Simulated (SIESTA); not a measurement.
BN under changes of volume

One of the cells (9.666 Å³/atom); the others are scaled copies at fixed shape and fractional positions:

```
N B
1.0
     0.00000    3.51846    2.18044
     1.25992    0.00000    2.18044
     1.25992    3.51846    0.00000
N B
1 1
Direct
  0.66665 0.66665 0.33335
  0.00005 0.00005 0.99995
```

Measurements of this composition are mostly on another form, of space group No. 194.

* Program: SIESTA 5.4.2
* Functional: PBE
* Potentials or basis: PseudoDojo 0.4 standard (PBE files)
* Basis: DZP (energy shift 0.002 Ry)
* Grid cutoff: 800 Ry
* Energy shift: 0.002 Ry
* k mesh: 13 × 13 × 13
* Occupations: fermi-dirac, width 0.05 eV
* Spin: no spin polarisation

```csv
volume (Å³/atom),energy over the lowest point (meV/atom),pressure (GPa),gap on the mesh (eV),largest force (eV/Å)
8.908,60.03,24.1,3.93,0.019
9.097,?,?,?,?
9.287,17.30,12.4,3.90,0.016
9.666,0.14,2.3,3.86,0.013
9.855,0.00,-2.0,3.85,0.011
10.045,4.73,-5.9,3.83,0.009
```

Task: What does the run at 9.097 Å³/atom give?

Result: Energy over the lowest point 35.21 meV/atom; pressure 18.0 GPa; gap on the mesh 3.91 eV; largest force 0.017 eV/Å.

Worked out: A Birch-Murnaghan fit of order 3 (a polynomial in V^(-2/3)) to the other rows has its minimum at 9.77 Å³/atom with B0 = V·E''(V) = 225 GPa and B' = 3.3 at fixed shape and positions, which overstates the stiffness. It gives 35.24 meV/atom at 9.097 Å³/atom, against the run's 35.21, and -dE/dV = 18.0 GPa, against 18.0. A straight line through the other rows of the gap, of slope -0.835 eV per unit of ln V, gives 3.91 eV, against the run's 3.91.

Energies are extrapolated to zero smearing.

Caveats: an odd mesh through Γ misses points on the zone boundary, where band edges often lie; the basis of atomic orbitals isn't converged, which shifts pressures, moduli and gaps.
